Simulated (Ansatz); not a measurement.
Cu2O (Cuprite) under changes of volume

One of the cells (12.885 Å³/atom); the others are scaled copies at fixed shape and fractional positions:

```
Cu O
1.0
     4.26000    0.00000    0.00000
     0.00000    4.26000    0.00000
     0.00000    0.00000    4.26000
Cu O
4 2
Direct
  0.75000 0.25000 0.75000
  0.75000 0.75000 0.25000
  0.25000 0.75000 0.75000
  0.25000 0.25000 0.25000
  0.50000 0.50000 0.50000
  0.00000 0.00000 0.00000
```

| Item | Value |
| --- | --- |
| Program | Ansatz 0.2.0 |
| Functional | PBE |
| Potentials or basis | PseudoDojo standard (PBE files) |
| Cutoff | 1252 eV |
| Density cutoff | 5007 eV |
| k mesh | 6 × 6 × 6 |
| Occupations | fermi-dirac, width 0.05 eV |
| Spin | no spin polarisation |

| volume (Å³/atom) | energy over the lowest point (meV/atom) | pressure (GPa) | gap on the mesh (eV) |
| --- | --- | --- | --- |
| 12.112 | ? | ? | ? |
| 12.369 | 22.06 | 8.9 | 0.59 |
| 12.627 | 10.29 | 5.8 | 0.54 |
| 12.885 | 3.10 | 3.2 | 0.50 |
| 13.142 | 0.00 | 0.7 | 0.45 |
| 13.400 | 0.57 | -1.4 | 0.41 |
| 13.658 | 4.40 | -3.3 | 0.37 |

Task: What does the run at 12.112 Å³/atom give?

Result: Energy over the lowest point 38.97 meV/atom; pressure 12.2 GPa; gap on the mesh 0.65 eV.

Worked out: A Birch-Murnaghan fit of order 3 (a polynomial in V^(-2/3)) to the other rows has its minimum at 13.23 Å³/atom with B0 = V·E''(V) = 112 GPa and B' = 4.7. It gives 38.88 meV/atom at 12.112 Å³/atom, against the run's 38.97, and -dE/dV = 12.2 GPa, against 12.2. A straight line through the other rows of the gap, of slope -2.22 eV per unit of ln V (its deformation potential), extrapolates to 0.63 eV, against the run's 0.65.

Energies are extrapolated to zero smearing.

A mesh can miss the band edges.
